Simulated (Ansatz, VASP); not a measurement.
Given: the input of a run of Ansatz 0.2.0 on BN.

File input.yaml:

```yaml
crystal:
  lattice:
    - [4.880089, 0.0, 0.0]
    - [0.0, 2.591464, 0.0]
    - [0.0, 0.0, 4.292049]
  atoms:
    - { symbol: "N", position: [0.32113, 0.75, 0.106486] }
    - { symbol: "N", position: [0.67887, 0.25, 0.893514] }
    - { symbol: "N", position: [0.17887, 0.25, 0.606486] }
    - { symbol: "N", position: [0.82113, 0.75, 0.393514] }
    - { symbol: B, position: [0.340413, 0.25, 0.907096] }
    - { symbol: B, position: [0.159587, 0.75, 0.407096] }
    - { symbol: B, position: [0.840413, 0.25, 0.592904] }
    - { symbol: B, position: [0.659587, 0.75, 0.092904] }
hamiltonian:
  xc: pbe
  pseudopotentials: { kind: paw }
kpoints:
  mp_grid: { grid: [6, 10, 6] }
scf:
  occupations: { method: fermi_dirac, width: 0.05 }
output:
  forces: true
  stress: true
  eigenvalues: true
```

Potentials or basis: Ansatz PAW.

The run is started by

```console
$ ansatz run input.yaml --threads 4 --pin off --max-ram 10240MiB --backend cpu --events-out ev --progress --plain --runs-dir out
```

Set up the same calculation for VASP 6.6.1. Potentials there: VASP PAW PBE potentials, release 64 (N, B).

As run (the cutoff follows the program's own potentials):

File INCAR:

```
SYSTEM = BN
  PREC = Accurate
  ENCUT = 520
  EDIFF = 1E-7
  ISMEAR = -1
  SIGMA = 0.05
  LREAL = .FALSE.
  LASPH = .TRUE.
  NELM = 60
  ALGO = Normal
  ISIF = 2
  LWAVE = .FALSE.
  LCHARG = .FALSE.
  GGA = PE
  NBANDS = 26
```

KPOINTS

```
Automatic mesh
0
G
  6 10 6
  0 0 0
```

POSCAR

```
BN
1.0
    4.8800890000      0.0000000000      0.0000000000
    0.0000000000      2.5914640000      0.0000000000
    0.0000000000      0.0000000000      4.2920490000
N B
4 4
Direct
    0.3211300000      0.7500000000      0.1064860000
    0.6788700000      0.2500000000      0.8935140000
    0.1788700000      0.2500000000      0.6064860000
    0.8211300000      0.7500000000      0.3935140000
    0.3404130000      0.2500000000      0.9070960000
    0.1595870000      0.7500000000      0.4070960000
    0.8404130000      0.2500000000      0.5929040000
    0.6595870000      0.7500000000      0.0929040000
```

Potentials or basis: VASP PAW PBE potentials, release 64 (N, B).

Run with:

```sh
$ cat potpaw_PBE.64/N/POTCAR potpaw_PBE.64/B/POTCAR > POTCAR
$ mpirun -np 1 vasp_std > vasp.out
```

Both were run:

|  | VASP | Ansatz | Ansatz less VASP |
| --- | --- | --- | --- |
| gap on the k mesh at the Fermi level (eV) | 5.67 | 5.67 | +0.008 |
| least direct gap on the mesh (eV) | 6.26 | 6.27 | +0.008 |
| pressure (GPa) | 0.0 | -0.2 | -0.18 |
| largest component of the traceless stress (GPa) | 0.22 | 0.17 | -0.050 |
| rms of the force components (eV/Å) | 0.028 | 0.024 | -0.0041 |

Atom by atom the forces differ by 0.009 eV/Å (rms over components). The functional is the same, so the differences come from potentials, cutoffs and numerics.

Caveats: the pressure holds a Pulay correction of +0.9 GPa for the finite cutoff (Ansatz). A k mesh can miss the band edges.
